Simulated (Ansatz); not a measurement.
Input:

CaF$_{2}$:
```cif
data_Ca4F8
_chemical_formula_sum 'Ca4 F8'
_space_group_name_H-M_alt 'Fm-3m'
_space_group_IT_number 225
_space_group_name_Hall '-F 4 2 3'
_cell_length_a 5.46736
_cell_length_b 5.46736
_cell_length_c 5.46736
_cell_angle_alpha 90.000
_cell_angle_beta 90.000
_cell_angle_gamma 90.000
loop_
_atom_site_label
_atom_site_type_symbol
_atom_site_symmetry_multiplicity
_atom_site_Wyckoff_symbol
_atom_site_fract_x
_atom_site_fract_y
_atom_site_fract_z
_atom_site_occupancy
Ca1 Ca 4 a 0.00000 0.00000 0.00000 1
F1 F 8 c 0.25000 0.25000 0.25000 1
```
(The calculation used a cell of 3 atoms; values per cell refer to that cell.)

This is the HSE06-relaxed structure.

**Question.** All from the program Ansatz at the HSE06 level (PAW), unless another level is named. Estimate the smallest direct gap on the standard path.

**Answer.** 9.62 eV.

**Question.** Next, the conduction-band minimum?

**Answer.** at Γ.

**Question.** Give the valence-band maximum.

**Answer.** at X.

The HSE06 relaxation kept the symmetry of its start. The hybrid was solved on a coarse mesh, the path and, where they were found, the r²SCAN edge points; its band edges are the extreme levels among these.

Potentials: the later of the program's two PAW sets.
